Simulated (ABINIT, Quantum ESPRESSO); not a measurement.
## The electronic dielectric constant of InP, sorted by core time

Symmetry: F-43m, No. 216, cubic system. Conventional cell: a = 5.861 Å, b = 5.861 Å, c = 5.861 Å, α = 90.00°, β = 90.00°, γ = 90.00°. In (site symmetry -43m) has 4 P at 2.54 Å as nearest neighbours. P (site symmetry -43m) has 4 In at 2.54 Å as nearest neighbours.

```csv
rung,level,program and potentials,cutoff (eV),k mesh,smearing,task,core time,chip,electronic dielectric constant,miss,notes
GGA,PBEsol,"ABINIT, PseudoDojo NC SR PBEsol v0.4.1 standard",844,"4 × 4 × 4, 4 shifts",fixed,dielectric tensor,14 min,Intel Xeon,12.03,+25.2 %,9 valence electrons an atom on average
GGA,PBE,"ABINIT, PseudoDojo NC SR PBE v0.4 stringent",1007,"4 × 4 × 4, 4 shifts",fixed,dielectric tensor,17 min,Arm Neoverse V1,11.44,+19.0 %,13 valence electrons an atom on average
GGA,PBE,"ABINIT, PseudoDojo NC SR PBE v0.4.1 standard",952,"4 × 4 × 4, 4 shifts",fixed,dielectric tensor,17 min,Arm Neoverse V1,(a),?,9 valence electrons an atom on average
GGA,PBEsol,"ABINIT, PseudoDojo NC SR PBEsol v0.4 stringent",1007,"4 × 4 × 4, 4 shifts",fixed,dielectric tensor,18 min,Arm Neoverse V1,(b),?,13 valence electrons an atom on average
GGA,revPBE,"Quantum ESPRESSO, PseudoDojo 0.5 SR PBE standard",952,"6 × 6 × 6, shifted",fixed,phonons,24 min,Intel Xeon,10.58,+10.1 %,potentials made for PBE; 9 valence electrons an atom on average
LDA,LDA,"ABINIT, PseudoDojo NC SR LDA v0.4.1 standard",844,"4 × 4 × 4, 4 shifts",fixed,phonon dispersion,61 min,Arm Neoverse N1,12.60,+31.1 %,9 valence electrons an atom on average
```

Times are single runs on shared hosts and different chips, so they are rough; meshes, cutoffs and the tasks' sizes weigh on the time. All rows: no spin polarisation. Smearing widths are in eV. The cell comes from a database and isn't always the measured one. Meshes differ between rows, which moves values too. All levels ran on this one cell, unrelaxed unless noted. Meshes are those of the run's cell of 2 atoms unless a note names another. Misses use the values as printed. Runs on faulty files, with rough fits or with known faults for this quantity aren't shown. No row holds spin-orbit coupling.

Measured: 9.61 at 300 K (a printed reference work). The runs are for a static lattice.

Question: Estimate the values left out from the other rows.

Answer: (a) 11.47, miss +19.4 %; (b) 12.00, miss +24.9 %.
